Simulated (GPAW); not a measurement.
NaF (Villiaumite):

```
Na F
1.0
     0.00000    2.32000    2.32000
     2.32000    0.00000    2.32000
     2.32000    2.32000    0.00000
Na F
1 1
Cartesian
  0.0000 0.0000 0.0000
  2.3200 2.3200 2.3200
```

| Property | Result |
| --- | --- |
| Program | GPAW 26.7.0 |
| Task | relaxation of cell and atoms |
| Functional | PBEsol |
| Dispersion | D3(BJ) |
| Potentials or basis | PAW data sets generated in the run's folder for this functional |
| Cutoff | 800 eV |
| Basis | pw |
| k mesh | 10 × 10 × 10 |
| Occupations | fermi-dirac, width 0.05 eV |
| Spin | no spin polarisation |

At the start: pressure -3.3 GPa; volume 12.49 Å³/atom.

Question: Where does the relaxation end?

Answer: Over 4 steps the energy falls by 2.2 meV/atom and the volume is 11.74 Å³/atom (-6.0 %); space group Fm-3m (No. 225, to 0.05 Å).

Step by step:
| step | energy change (eV) | largest force (eV/Å) | pressure (GPa) | volume (Å³) |
| --- | --- | --- | --- | --- |
| 1 | 0.0000 | 0.0000 | -3.27 | 24.97 |
| 2 | -0.0017 | 0.0000 | -3.03 | 24.84 |
| 3 | -0.0029 | 0.0000 | 0.34 | 23.34 |
| 4 | -0.0043 | 0.0000 | -0.03 | 23.47 |

Final structure:
```yaml
crystal:
  lattice:
    - [0.00000, 2.27260, 2.27260]
    - [2.27260, 0.00000, 2.27260]
    - [2.27260, 2.27260, 0.00000]
  atoms:
    - { symbol: Na, position: [0.00000, 0.00000, 0.00000] }
    - { symbol: F, position: [0.50000, 0.50000, 0.50000] }
```

Caveat: later steps reuse the first step's grids.
